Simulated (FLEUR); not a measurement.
## Moving the volume of the cell in Pb

```cif
data_structure
_symmetry_space_group_name_H-M 'P 1'
_symmetry_Int_Tables_number 1
_cell_length_a 3.4289
_cell_length_b 3.4289
_cell_length_c 3.4289
_cell_angle_alpha 109.471
_cell_angle_beta 109.471
_cell_angle_gamma 109.471
_cell_volume 31.03
loop_
_atom_site_label
_atom_site_type_symbol
_atom_site_fract_x
_atom_site_fract_y
_atom_site_fract_z
_atom_site_occupancy
Pb1 Pb 0.00000 0.00000 0.00000 1
```

This isn't the form of Pb at room conditions, which is fcc.

Kept alike: task single point; functional PBEsol; k mesh 9 × 9 × 9; occupations fermi-dirac, width 0.05 eV; no spin polarisation. Program: FLEUR, all-electron, FLAPW. The mesh is that of the run's cell of 1 atom. No spin-orbit coupling.

```tsv
volume of cell, f (times the cell shown)	free energy over the lowest row (meV/atom)
0.8	168.61
0.85	68.64
0.9	17.14
0.95	0.00
1	?
1.05	34.87
1.1	73.94
```

The cell shown is the unstrained one; x, y and z are its Cartesian axes; atoms keep their fractions. For a metal such a mesh leaves the last digits unconverged.

**Question.** Fit the rows shown and predict the run at 1 times the cell shown.

**Answer.** A least-squares cubic through the rows shown is free energy = -11564.9 f³ + 38371.9 f² - 41649.6 f + 14850.9 (largest miss 1.499); at f = 1 it gives 8.28 meV/atom. The run gave: free energy over the lowest row 8.30 meV/atom.

The energy minimum lies close to 0.95 times the cell shown, on its larger-volume side, so this body-centred cubic lattice would contract slightly from the starting volume. That volume probably comes from a functional that binds lead more weakly. The well is clearly lopsided: compression to 0.8 costs 168.61 meV/atom, whereas expansion to 1.1 costs 73.94. Squeezing the metal raises the kinetic energy of the 6s and 6p valence electrons and strengthens the Pauli repulsion from the filled shells beneath them, while on expansion the metallic bonding fades more gradually.

The cubic captures this asymmetry and interpolates well, but the near-exact match at the withheld point is partly fortunate, since the fit misses other rows by up to 1.499 meV/atom. Its negative leading coefficient also makes the energy turn over and fall at large volume, so it shouldn't serve as an equation of state beyond the sampled range. A minimum against uniform volume change doesn't show that the lattice resists shear, including the tetragonal distortion that leads towards fcc.
